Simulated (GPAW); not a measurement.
Runs of GPAW 26.7.0 on Rh. Symmetry: Fm-3m, No. 225, cubic system. The conventional cell has a = 3.796 Å, b = 3.796 Å, c = 3.796 Å, α = 90.00°, β = 90.00°, γ = 90.00°. Around Rh (site symmetry m-3m) lie 12 Rh at 2.68 Å. 

```tsv
task	level	potentials or basis	U	cell	smearing	eigensolver	optimizer	fmax	max steps	convergence	gap on the mesh (eV)	pressure (GPa)	V0 of scaled cells (Å³/atom)	relaxed volume (Å³/atom)	B0 (GPa)
relaxation of cell and atoms	BLYP+D3(BJ)	PAW data sets generated in the run's folder for this functional, pw	-	relaxed	fermi-dirac 0.05 eV	davidson	BFGS	0.01 eV/Å	40	density=1e-05 forces=0.0001	none	0.0	-	(a)	-
band structure	PBEsol	PAW data sets generated in the run's folder for this functional, pw	-	as given	fermi-dirac 0.05 eV	-	-	-	-	-	-	-1.4	-	-	-
band structure	revPBE	the program's PAW data sets (release 1.2.1) made for this functional, pw	-	as given	fermi-dirac 0.05 eV	-	-	-	-	-	-	13.1	-	-	-
relaxation of cell and atoms	RPBE	the program's PAW data sets (release 1.2.1) made for this functional, pw	-	relaxed	fermi-dirac 0.05 eV	-	BFGS	0.05 eV/Å	100	density=1e-05 forces=0.0001	none	0.2	-	14.42	-
relaxation of cell and atoms	LDA	the program's PAW data sets (release 1.2.1) made for this functional, pw	-	relaxed	fermi-dirac 0.05 eV	-	BFGS	0.02 eV/Å	100	density=1e-05 forces=0.0001	none	0.0	-	13.28	-
equation of state	WC	PAW data sets generated in the run's folder for this functional, pw	-	as given	fermi-dirac 0.05 eV	-	-	-	-	-	-	-	13.70	-	286
relaxation of cell and atoms	PBEsol	PAW data sets generated in the run's folder for this functional, pw	-	relaxed	fermi-dirac 0.05 eV	-	LBFGS	0.02 eV/Å	60	density=1e-05 forces=0.0001	none	0.1	-	(b)	-
equation of state	LDA	JTH PAW 2.0, LDA, pw	-	as given	fermi-dirac 0.05 eV	-	-	-	-	-	-	-	13.21	-	320
single point	PBEsol	PAW data sets generated in the run's folder for this functional, pw	-	as given	gaussian 0.02 eV	-	-	-	-	-	none	-1.5	-	-	-
band structure	LDA+U	the program's PAW data sets (release 1.2.1) made for this functional, pw	Rh d U = 1 eV	as given	fermi-dirac 0.05 eV	-	-	-	-	-	-	(c)	-	-	-
```

Alike in all rows: no spin polarisation; k mesh 12 × 12 × 12; cutoff (eV) 600.

Task: Fill in the values left out.

Result: (a) 13.85; (b) 13.60; (c) -10.2.

Caveats: later steps reuse the first step's grids (some runs); pairwise dispersion overbinds metals, which lowers pressure and volume (some runs); the program truncates these outside data sets (some runs); U without spin polarisation on a metal has little footing (some runs); the U is typed as a test and isn't derived for this compound (some runs).

A k mesh can miss the band edges, and the runs leave out spin-orbit coupling on Rh.

A gap of «none» marks a metal or a gap under the smearing width.

Runs at the PBE level aren't shown here.
